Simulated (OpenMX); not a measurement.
**Re under changes of volume**

One of the cells (14.714 Å³/atom); the others are scaled copies at fixed shape and fractional positions:

```xyz
2
Lattice="2.7608 0.0000 0.0000 -1.3804 2.3909 0.0000 0.0000 0.0000 4.4582" Properties=species:S:1:pos:R:3 pbc="T T T"
Re    1.3804    0.7970    3.3436
Re    0.0000    1.5939    1.1145
```

| Property | Result |
| --- | --- |
| Program | OpenMX 3.8.5 |
| Functional | PBE |
| Potentials or basis | OpenMX 2013 PBE set, Re7.0-s3p2d2, fixed grid of 28 × 28 × 54 points |
| k mesh | 11 × 11 × 7 |
| Occupations | fermi-dirac, width 0.05 eV |
| Spin | no spin polarisation |

| volume (Å³/atom) | energy over the lowest point (meV/atom) | largest force (eV/Å) |
| --- | --- | --- |
| 13.831 | 132.27 | 0.049 |
| 14.125 | 73.42 | 0.047 |
| 14.420 | 33.13 | 0.044 |
| 14.714 | 9.16 | 0.043 |
| 15.008 | 0.00 | 0.040 |
| 15.303 | 4.42 | 0.038 |
| 15.597 | ? | ? |

Question: What does the run at 15.597 Å³/atom give?

Answer: Energy over the lowest point 20.94 meV/atom; largest force 0.036 eV/Å.

Worked out: A Birch-Murnaghan fit of order 3 (a polynomial in V^(-2/3)) to the other rows has its minimum at 15.06 Å³/atom with B0 = V·E''(V) = 366 GPa and B' = 4.4 at fixed shape and positions, which overstates the stiffness. It gives 20.72 meV/atom at 15.597 Å³/atom, against the run's 20.94.

Energies are extrapolated to zero smearing.

Caveats: the basis of atomic orbitals isn't converged, which shifts pressures, moduli and gaps.
